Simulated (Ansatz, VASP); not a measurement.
## AlNi in VASP and in Ansatz

```
Al Ni
1.0
     2.95456    0.00000    0.00000
     0.00000    2.95456    0.00000
     0.00000    0.00000    2.95456
Al Ni
1 1
Direct
  0.00000 0.00000 0.00000
  0.50000 0.50000 0.50000
```

Alike in both runs: task single point; functional PBEsol; k mesh 14 × 14 × 14; occupations gaussian, width 0.1 eV; no spin polarisation.

|  | VASP | Ansatz |
| --- | --- | --- |
| version | VASP 6.6.1 | Ansatz 0.2.0 |
| potentials or method | VASP PAW PBE potentials, release 64 (Al, Ni) | scalar-relativistic, plane waves, PAW |
| plane-wave cutoff (eV) | 520 | 420 |
| valence electrons in the cell | 13 | 21 |

|  | VASP | Ansatz | Ansatz less VASP |
| --- | --- | --- | --- |
| gap on the k mesh at the Fermi level (eV) | none | none | - |
| pressure (GPa) | -13.3 | -13.4 | -0.10 |

A gap of «none» marks a metal or a gap that the smearing closes. The two sets of potentials don't hold the same shells in valence.

Caveats: the PAW data sets were made with another functional, which shifts forces and pressure a little (VASP). Spin polarisation is off, so any magnetic state and its effect on volume and gap are missing.
